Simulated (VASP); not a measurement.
# Ga2O3 (R-3c) in VASP: further runs, part 2 of 2

VASP 6.6.1.

## 3. Relaxation of cell and atoms, PBE

Contents of INCAR:

```
SYSTEM = Ga2O3
ALGO = Normal
EDIFF = 1E-7
EDIFFG = -0.02
ENCUT = 600
GGA = PE
IBRION = 2
ISIF = 3
ISMEAR = 0
KPAR = 4
LASPH = .True.
LCHARG = .False.
LREAL = .False.
LWAVE = .False.
NELM = 80
NSW = 60
PREC = Accurate
SIGMA = 0.02
```

Contents of KPOINTS:

```
k-points
0
Gamma
  6 6 6
  0 0 0
```

Contents of POSCAR:

```
Ga2O3
1.0
    2.4869998300      1.4358700200      4.5258320900
   -2.4869998300      1.4358700200      4.5258320900
    0.0000000000     -2.8717400400      4.5258320900
Ga O
4 6
Direct
    0.6479040000      0.6479040000      0.6479040000
    0.8520960000      0.8520960000      0.8520960000
    0.1479040000      0.1479040000      0.1479040000
    0.3520960000      0.3520960000      0.3520960000
    0.4438545000      0.0561455000      0.7500000000
    0.9438545000      0.2500000000      0.5561455000
    0.0561455000      0.7500000000      0.4438545000
    0.7500000000      0.4438545000      0.0561455000
    0.2500000000      0.5561455000      0.9438545000
    0.5561455000      0.9438545000      0.2500000000
```

Potentials or basis: VASP PAW PBE potentials, release 64 (Ga_d, O).

The run is started by

```bash
$ cat potpaw_PBE.64/Ga_d/POTCAR potpaw_PBE.64/O/POTCAR > POTCAR
$ mpirun -np 4 vasp_std > vasp.out
```

OUTCAR:

```text
SYSTEM = Ga2O3
   EDIFF = 1E-7
   EDIFFG = -0.02
   ENCUT = 600
   GGA = PE
   IBRION = 2
   ISIF = 3
   ISMEAR = 0
   LASPH = .True.
   LREAL = .False.
   NELM = 80
   NSW = 60
   PREC = Accurate

 ion  position               nearest neighbor table
   1  0.648  0.648  0.648-   9 1.94  10 1.94   6 1.94   7 2.06   8 2.06   5 2.06   2 2.77   4 2.92
                             4 2.92   4 2.92
   2  0.852  0.852  0.852-   6 1.94  10 1.94   9 1.94   7 2.06   8 2.06   5 2.06   1 2.77   3 2.92
                             3 2.92   3 2.92
   3  0.148  0.148  0.148-   7 1.94   5 1.94   8 1.94   6 2.06   9 2.06  10 2.06   4 2.77   2 2.92
                             2 2.92   2 2.92
   4  0.352  0.352  0.352-   8 1.94   5 1.94   7 1.94   6 2.06   9 2.06  10 2.06   3 2.77   1 2.92
                             1 2.92   1 2.92
   5  0.444  0.056  0.750-   3 1.94   4 1.94   1 2.06   2 2.06
   6  0.944  0.250  0.556-   2 1.94   1 1.94   3 2.06   4 2.06
   7  0.056  0.750  0.444-   3 1.94   4 1.94   1 2.06   2 2.06
   8  0.750  0.444  0.056-   4 1.94   3 1.94   1 2.06   2 2.06
   9  0.250  0.556  0.944-   1 1.94   2 1.94   3 2.06   4 2.06
  10  0.556  0.944  0.250-   1 1.94   2 1.94   3 2.06   4 2.06

  LATTYP: Found a trigonal (rhomboedric) cell.
 ALAT       =     5.3600416953
 COS(alpha) =     0.5694286088

  Lattice vectors:

 A1 = (   2.4869998300,   1.4358700200,   4.5258320900)
 A2 = (  -2.4869998300,   1.4358700200,   4.5258320900)
 A3 = (   0.0000000000,  -2.8717400400,   4.5258320900)

Analysis of symmetry for initial positions (statically):
=====================================================================
 Subroutine PRICEL returns:
 Original cell was already a primitive cell.

 Routine SETGRP: Setting up the symmetry group for a
 trigonal (rhombohedral) supercell.

 Subroutine GETGRP returns: Found 12 space group operations
 (whereof  6 operations were pure point group operations)
 out of a pool of 12 trial point group operations.

The static configuration has the point symmetry S_6 .
 The point group associated with its full space group is D_3d.

[... 154 lines left out ...]
   GGA     = PE    functional components
   LHFCALC =     F    Hartree Fock is set to
   AEXX    =    0.0000 exact exchange contribution
   IVDW    =     0    specifies the selected vdW correction
   LEPSILON=     F    determine dielectric tensor
   LRPA    =     F    only Hartree local field effects (RPA)
 conjugate gradient relaxation of ions
 non-spin polarized calculation
 Gauss-broadening in eV      SIGMA  =   0.02
  energy-cutoff  :      600.00
  volume of cell :       96.97
 maximum number of plane-waves:      3260
 NGX is ok and might be reduce to    48
   NGX = 21   NGY = 21   NGZ = 21

--------------------------------------- Ionic step        1  -------------------------------------------

 number of electron      88.0000007 magnetization

 Free energy of the ion-electron system (eV)
  ---------------------------------------------------
  ext. energy  EPLUGINS =         0.00000000
  ---------------------------------------------------
  free energy    TOTEN  =       -59.23088721 eV

  energy without entropy =      -59.23088721  energy(sigma->0) =      -59.23088721

------------------------ aborting loop because EDIFF is reached ----------------------------------------

  FORCE on cell =-STRESS in cart. coord.  units (eV):
  Direction    XX          YY          ZZ          XY          YZ          ZX
  --------------------------------------------------------------------------------------
  -------------------------------------------------------------------------------------
  Total        5.7921130      5.7921130      4.8638931      0.0000000      0.0000000      0.0000000
  in kB       95.6989203     95.6989201     80.3626097      0.0000000      0.0000000      0.0000000
  external PRESSURE =      90.5868167 kB  Pullay stress =       0.0000000 kB
[... 251 lines left out ...]
--------------------------------------- Ionic step        7  -------------------------------------------

 number of electron      88.0000003 magnetization

 Free energy of the ion-electron system (eV)
  ---------------------------------------------------
  ext. energy  EPLUGINS =         0.00000000
  ---------------------------------------------------
  free energy    TOTEN  =       -59.39925535 eV

  energy without entropy =      -59.39925535  energy(sigma->0) =      -59.39925535

 E-fermi :   4.1695     XC(G=0): -11.9416

 val. band max:        4.0666311217   @ k =  -0.1667   0.1667   0.0000
 cond. band min:       6.4197813214   @ k =   0.0000   0.0000   0.0000
 fundamental gap:      2.3531501998
 Fermi energy:         4.1695182215

 k-point     1 :       0.0000    0.0000    0.0000
  band No.  band energies     occupation
      1     -14.5889      2.00000
      2     -12.7426      2.00000
      3     -12.7426      2.00000
      4     -12.7196      2.00000
      5     -12.7015      2.00000
      6     -12.7015      2.00000
[... 1309 lines left out ...]
     51      13.7592      0.00000
     52      14.5834      0.00000

 [... further k-points ...]
[... 5 lines left out ...]
  --------------------------------------------------------------------------------------
  -------------------------------------------------------------------------------------
  Total       -0.0234678     -0.0234678     -0.0540626      0.0000000      0.0000000     -0.0000000
  in kB       -0.3723714     -0.3723714     -0.8578291      0.0000000      0.0000000     -0.0000000
  external PRESSURE =      -0.5341906 kB  Pullay stress =       0.0000000 kB
[... 25 lines left out ...]
  FREE ENERGIE OF THE ION-ELECTRON SYSTEM (eV)
  ---------------------------------------------------
  free  energy   TOTEN  =       -59.3992553546 eV

  energy  without entropy=      -59.3992553546  energy(sigma->0) =      -59.39925535

 reached required accuracy - stopping structural energy minimisation
```

CONTCAR:

```text
Ga2O3
   1.00000000000000
     2.5321628461205159    1.4619448994425035    4.5460399549184336
    -2.5321628461205159    1.4619448994425035    4.5460399549184336
     0.0000000000000000   -2.9238897988850070    4.5460399549184336
  Ga              O
     4     6
Direct
     0.6440689665579745    0.6440689665579745    0.6440689665579745
     0.8559310334420255    0.8559310334420255    0.8559310334420255
     0.1440689665579744    0.1440689665579744    0.1440689665579744
     0.3559310334420255    0.3559310334420255    0.3559310334420255
     0.4470203774288343    0.0529796225711657    0.7500000000000000
     0.9470203774288286    0.2499999999999941    0.5529796225711774
     0.0529796225711715    0.7500000000000059    0.4470203774288226
     0.7499999999999941    0.4470203774288284    0.0529796225711774
     0.2500000000000058    0.5529796225711714    0.9470203774288226
     0.5529796225711656    0.9470203774288344    0.2500000000000000

  0.00000000E+00  0.00000000E+00  0.00000000E+00
  0.00000000E+00  0.00000000E+00  0.00000000E+00
  0.00000000E+00  0.00000000E+00  0.00000000E+00
  0.00000000E+00  0.00000000E+00  0.00000000E+00
  0.00000000E+00  0.00000000E+00  0.00000000E+00
  0.00000000E+00  0.00000000E+00  0.00000000E+00
  0.00000000E+00  0.00000000E+00  0.00000000E+00
  0.00000000E+00  0.00000000E+00  0.00000000E+00
  0.00000000E+00  0.00000000E+00  0.00000000E+00
  0.00000000E+00  0.00000000E+00  0.00000000E+00
```

Wall time 6.4 min (4 MPI ranks of Intel Xeon Platinum 8488C (Sapphire Rapids), shared host); peak memory 0.43 GiB.

What came out:

```yaml
Free_energy: -59.3993 eV
Relaxed_volume: 10.10 Å³/atom
Relaxed_cell: a = 5.405 Å, b = 5.405 Å, c = 5.405 Å, α = 55.87°, β = 55.87°, γ = 55.87°
Space_group_after_relaxing_to_0.05_Å: R-3c (No. 167)
Energy_gained_by_relaxing: 16.8 meV/atom
Ionic_steps: 7
Pressure_after_relaxing: -0.1 GPa
Largest_force_after_relaxing: 0.008 eV/Å
Band_gap_on_the_k_mesh: 2.35 eV, indirect (least direct gap 2.58 eV)
```

Forces in eV/Å, atoms in the order of the input:
```
Ga   0.000  0.000 -0.002
Ga   0.000  0.000  0.002
Ga   0.000  0.000 -0.002
Ga   0.000  0.000  0.002
O   -0.008  0.000  0.000
O   -0.004 -0.007  0.000
O    0.004  0.007  0.000
O    0.004 -0.007  0.000
O   -0.004  0.007  0.000
O    0.008  0.000  0.000
```

The path:
| step | energy change (eV) | largest force (eV/Å) | pressure (GPa) | volume (Å³) |
| --- | --- | --- | --- | --- |
| 1 | 0.0000 | 0.5132 | 9.06 | 96.97 |
| 2 | -0.0667 | 0.1965 | -6.78 | 104.87 |
| 3 | -0.1366 | 0.3103 | -0.80 | 101.45 |
| 4 | -0.1565 | 0.1773 | -0.46 | 101.26 |
| 5 | -0.1673 | 0.0261 | 0.00 | 100.96 |
| 6 | -0.1673 | 0.0152 | 0.01 | 100.98 |
| 7 | -0.1684 | 0.0077 | -0.05 | 100.97 |

Final structure:
```cif
data_structure
_symmetry_space_group_name_H-M 'P 1'
_symmetry_Int_Tables_number 1
_cell_length_a 5.4051
_cell_length_b 5.4051
_cell_length_c 5.4051
_cell_angle_alpha 55.870
_cell_angle_beta 55.870
_cell_angle_gamma 55.870
_cell_volume 100.97
loop_
_atom_site_label
_atom_site_type_symbol
_atom_site_fract_x
_atom_site_fract_y
_atom_site_fract_z
_atom_site_occupancy
Ga1 Ga 0.64407 0.64407 0.64407 1
Ga2 Ga 0.85593 0.85593 0.85593 1
Ga3 Ga 0.14407 0.14407 0.14407 1
Ga4 Ga 0.35593 0.35593 0.35593 1
O1 O 0.44702 0.05298 0.75000 1
O2 O 0.94702 0.25000 0.55298 1
O3 O 0.05298 0.75000 0.44702 1
O4 O 0.75000 0.44702 0.05298 1
O5 O 0.25000 0.55298 0.94702 1
O6 O 0.55298 0.94702 0.25000 1
```

Levels at points of the mesh, in eV from the valence-band top:
```csv
k point,band 42,band 43,band 44,band 45,band 46,band 47
"(0.00, 0.00, 0.00)",-0.31,-0.23,-0.23,2.35,6.27,6.52
"(0.50, 0.00, 0.00)",-0.92,-0.15,-0.15,5.97,5.97,6.33
"(0.50, 0.50, 0.00)",-0.69,-0.25,-0.15,6.08,6.31,7.19
"(0.50, 0.50, 0.50)",-0.29,-0.29,-0.29,5.44,5.44,7.44
```

## 4. Relaxation of cell and atoms, LDA

INCAR: that of step 3 with these lines changed.

```diff
@@ -3,5 +3,4 @@
 EDIFF = 1E-7
-EDIFFG = -0.02
-ENCUT = 600
-GGA = PE
+EDIFFG = -0.01
+ENCUT = 300
 IBRION = 2
@@ -15,3 +14,3 @@
 NELM = 80
-NSW = 60
+NSW = 40
 PREC = Accurate
```

Contents of KPOINTS:

```
k-points
0
Gamma
  3 3 3
  0 0 0
```

POSCAR is that of step 3.

Potentials or basis: VASP PAW LDA potentials, release 64 (Ga_d, O).

The run is started by

```bash
$ cat potpaw_LDA.64/Ga_d/POTCAR potpaw_LDA.64/O/POTCAR > POTCAR
$ mpirun -np 4 vasp_std > vasp.out
```

OUTCAR:

```text
SYSTEM = Ga2O3
   EDIFF = 1E-7
   EDIFFG = -0.01
   ENCUT = 300
   IBRION = 2
   ISIF = 3
   ISMEAR = 0
   LASPH = .True.
   LREAL = .False.
   NELM = 80
   NSW = 40
   PREC = Accurate

 ion  position               nearest neighbor table
   1  0.648  0.648  0.648-   9 1.94  10 1.94   6 1.94   7 2.06   8 2.06   5 2.06   2 2.77   4 2.92
                             4 2.92   4 2.92
   2  0.852  0.852  0.852-   6 1.94  10 1.94   9 1.94   7 2.06   8 2.06   5 2.06   1 2.77   3 2.92
                             3 2.92   3 2.92
   3  0.148  0.148  0.148-   7 1.94   5 1.94   8 1.94   6 2.06   9 2.06  10 2.06   4 2.77   2 2.92
                             2 2.92   2 2.92
   4  0.352  0.352  0.352-   8 1.94   5 1.94   7 1.94   6 2.06   9 2.06  10 2.06   3 2.77   1 2.92
                             1 2.92   1 2.92
   5  0.444  0.056  0.750-   3 1.94   4 1.94   1 2.06   2 2.06
   6  0.944  0.250  0.556-   2 1.94   1 1.94   3 2.06   4 2.06
   7  0.056  0.750  0.444-   3 1.94   4 1.94   1 2.06   2 2.06
   8  0.750  0.444  0.056-   4 1.94   3 1.94   1 2.06   2 2.06
   9  0.250  0.556  0.944-   1 1.94   2 1.94   3 2.06   4 2.06
[... 660 lines left out ...]

------------------------ aborting loop because EDIFF is reached ----------------------------------------
[... 83 lines left out ...]
--------------------------------------- Ionic step       13  -------------------------------------------

 number of electron      88.0000054 magnetization

 Free energy of the ion-electron system (eV)
  ---------------------------------------------------
  ext. energy  EPLUGINS =         0.00000000
  ---------------------------------------------------
  free energy    TOTEN  =       -71.13571838 eV

  energy without entropy =      -71.13571838  energy(sigma->0) =      -71.13571838

 E-fermi :   5.7900     XC(G=0): -13.4775

 val. band max:        5.6578432375   @ k =   0.3333  -0.0000  -0.0000
 cond. band min:       9.8484386856   @ k =   0.0000   0.0000   0.0000
 fundamental gap:      4.1905954481
 Fermi energy:         5.7899731736

 k-point     1 :       0.0000    0.0000    0.0000
  band No.  band energies     occupation
      1     -14.2454      2.00000
      2     -11.6445      2.00000
      3     -11.6445      2.00000
      4     -11.6029      2.00000
      5     -11.5821      2.00000
      6     -11.5821      2.00000
[... 356 lines left out ...]
  FREE ENERGIE OF THE ION-ELECTRON SYSTEM (eV)
  ---------------------------------------------------
  free  energy   TOTEN  =       -71.1357183772 eV

  energy  without entropy=      -71.1357183772  energy(sigma->0) =      -71.13571838

 reached required accuracy - stopping structural energy minimisation
```

Wall time 70 s (4 MPI ranks of Intel Xeon Platinum 8375C at 2.90GHz (Ice Lake), shared host); peak memory 0.14 GiB.

The run converged, but a check on its numbers failed (symmetry, net force, bounds or a known fault of this set-up), so they aren't taken as properties of the crystal.

Caveat: the k mesh is coarse (spacing up to 0.51 Å⁻¹), so the values aren't converged; the cutoff lies under the usual one of these potentials, so the numbers hold a large basis-set error; an odd mesh through Γ misses points on the zone boundary, where band edges often lie.

## 5. Relaxation of cell and atoms, PBEsol

Contents of INCAR:

```
SYSTEM = Ga2O3
PREC = Accurate
ENCUT = 600
EDIFF = 1E-6
ISMEAR = 0
SIGMA = 0.02
LREAL = .False.
LASPH = .True.
NELM = 100
ALGO = Normal
ISIF = 3
LWAVE = .False.
LCHARG = .False.
GGA = PS
IBRION = 2
NSW = 60
EDIFFG = -0.005
KPAR = 4
```

Contents of KPOINTS:

```
Automatic mesh
0
Gamma
  6 6 6
  0 0 0
```

POSCAR is that of step 4.

Potentials or basis: VASP PAW PBE potentials, release 64 (Ga_d, O).

The run is started by

```bash
$ cat potpaw_PBE.64/Ga_d/POTCAR potpaw_PBE.64/O/POTCAR > POTCAR
$ mpirun -np 4 vasp_std > vasp.out
```

Wall time 3.3 min (4 MPI ranks of Intel Xeon 6975P-C (Granite Rapids), shared host); peak memory 0.4 GiB.

It converged, with:

| Quantity | Value |
| --- | --- |
| Free energy | -63.8226 eV |
| Relaxed volume | 9.72 Å³/atom |
| Relaxed cell | a = 5.335 Å, b = 5.335 Å, c = 5.335 Å, α = 55.94°, β = 55.94°, γ = 55.94° |
| Space group after relaxing (to 0.05 Å) | R-3c (No. 167) |
| Energy gained by relaxing | 5.9 meV/atom |
| Ionic steps | 11 |
| Pressure after relaxing | 0.0 GPa |
| Largest force after relaxing | 0.004 eV/Å |
| Band gap on the k mesh | 2.68 eV, indirect (least direct gap 2.94 eV) |

Forces on the atoms (eV/Å):
```
Ga   0.000  0.000  0.002
Ga   0.000  0.000 -0.002
Ga   0.000  0.000  0.002
Ga   0.000  0.000 -0.002
O   -0.004  0.000  0.000
O   -0.002 -0.003  0.000
O    0.002  0.003  0.000
O    0.002 -0.003  0.000
O   -0.002  0.003  0.000
O    0.004  0.000  0.000
```

The path:
| step | energy change (eV) | largest force (eV/Å) | pressure (GPa) | volume (Å³) |
| --- | --- | --- | --- | --- |
| 1 | 0.0000 | 0.4747 | 1.00 | 96.97 |
| 2 | -0.0375 | 0.2250 | -1.00 | 97.82 |
| 3 | -0.0438 | 0.0771 | -2.39 | 98.42 |
| 4 | -0.0563 | 0.0880 | 0.74 | 96.90 |
| 5 | -0.0577 | 0.0513 | 0.01 | 97.26 |
| 6 | -0.0589 | 0.0082 | -0.04 | 97.25 |
| 7 | -0.0589 | 0.0097 | 0.00 | 97.25 |
| 8 | -0.0589 | 0.0089 | -0.02 | 97.25 |
| 9 | -0.0589 | 0.0083 | -0.03 | 97.25 |
| 10 | -0.0589 | 0.0024 | 0.10 | 97.23 |
| 11 | -0.0589 | 0.0039 | 0.01 | 97.23 |

Final structure:
```cif
data_structure
_symmetry_space_group_name_H-M 'P 1'
_symmetry_Int_Tables_number 1
_cell_length_a 5.3345
_cell_length_b 5.3345
_cell_length_c 5.3345
_cell_angle_alpha 55.935
_cell_angle_beta 55.935
_cell_angle_gamma 55.935
_cell_volume 97.23
loop_
_atom_site_label
_atom_site_type_symbol
_atom_site_fract_x
_atom_site_fract_y
_atom_site_fract_z
_atom_site_occupancy
Ga1 Ga 0.64410 0.64410 0.64410 1
Ga2 Ga 0.85590 0.85590 0.85590 1
Ga3 Ga 0.14410 0.14410 0.14410 1
Ga4 Ga 0.35590 0.35590 0.35590 1
O1 O 0.44721 0.05279 0.75000 1
O2 O 0.94721 0.25000 0.55279 1
O3 O 0.05279 0.75000 0.44721 1
O4 O 0.75000 0.44721 0.05279 1
O5 O 0.25000 0.55279 0.94721 1
O6 O 0.55279 0.94721 0.25000 1
```

Levels at points of the mesh, in eV from the valence-band top:
```
           k point  band 40  band 41  band 42  band 43  band 44  band 45  band 46  band 47  band 48  band 49
(0.00, 0.00, 0.00)    -0.34    -0.32    -0.32    -0.26    -0.26     2.68     6.55     6.65     8.74    10.01
(0.50, 0.00, 0.00)    -1.21    -0.99    -0.99    -0.15    -0.15     6.29     6.29     6.60     6.60     9.71
(0.50, 0.50, 0.00)    -1.04    -0.87    -0.70    -0.25    -0.15     6.43     6.64     7.44     7.60     8.58
(0.50, 0.50, 0.50)    -1.49    -0.31    -0.31    -0.31    -0.31     5.74     5.74     7.72     7.72     9.27
```

Caveat: the PAW data sets were made with another functional, which shifts forces and pressure a little.

## 6. Overview

```tsv
level	k mesh	mesh quality	gap on the mesh (eV)	pressure (GPa)	relaxed volume (Å³/atom)	largest force (eV/Å)
PBEsol	2 × 2 × 2	coarse	2.84	-0.1	9.70	0.01
PBE	6 × 6 × 6	not flagged	2.35	-0.1	10.10	0.01
PBEsol	6 × 6 × 6	not flagged	2.68	0.0	9.72	-
```

Alike in all rows: task relaxation of cell and atoms; potentials or basis VASP PAW PBE potentials, release 64 (Ga_d, O); no spin polarisation; cell relaxed; cutoff (eV) 600; smearing gaussian 0.02 eV.

Caveats: some runs use coarse meshes; the PAW data sets were made with another functional, which shifts forces and pressure a little (some runs).

Absolute energies hang on the potentials; compare differences alone.
